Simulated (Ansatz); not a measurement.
In$_{2}$O: Seebeck coefficient and carrier response

Theory: Ansatz 0.2.0, DFT PBE, scalar-relativistic, plane waves, PAW. Plane waves to 420 eV; Γ-centred k mesh 12×12×4; Fermi-Dirac smearing of 0.15 eV. No spin polarisation.

The cell, relaxed at this level:
```
CELL_PARAMETERS angstrom
3.43306 0.00000 0.00000
-1.71653 2.97311 0.00000
0.00000 0.00000 12.70391
ATOMIC_POSITIONS crystal
In 0.00000 0.00000 0.38269
In 0.00000 0.00000 0.61731
In 0.66667 0.33333 0.11604
In 0.33333 0.66667 0.88396
O 0.66667 0.33333 0.30709
O 0.33333 0.66667 0.69291
```

The cell was built by swapping an element in a database structure (itself possibly hypothetical) and relaxing; it need not be the stable form of this composition. In a metal these results depend on the k mesh and the smearing. A semilocal functional can close a gap that the real compound has.

Constant relaxation time and rigid bands. The levels are interpolated over the whole zone and filled by a Fermi function at the stated temperature, with the chemical potential set by the electron count. Seebeck coefficients of a few μV/K are small differences and uncertain even in sign.

Q: Give the Drude plasma energies, the density of states at the chemical potential and σ/τ at 300 K.

A:
| Item | Value |
| --- | --- |
| Plasma energy xx, yy, zz | 6.48, 6.48, 1.73 eV |
| Density of states (thermally broadened) | 1.73 states/eV/cell |
| Conductivity over τ, xx, yy, zz | 8.6, 8.6, 0.6 ×10²⁰ (Ω·m·s)⁻¹ |

Q: And the Seebeck coefficient (μV/K)?

A:
```tsv
T (K)	Sxx	Syy	Szz
300	1.7	1.7	-10.6
600	3.8	3.8	-17.9
900	5.1	5.1	-25.2
```

Cost: 1 run of about 23 core-minutes, on Intel Xeon Platinum 8488C (Sapphire Rapids) (shared hosts).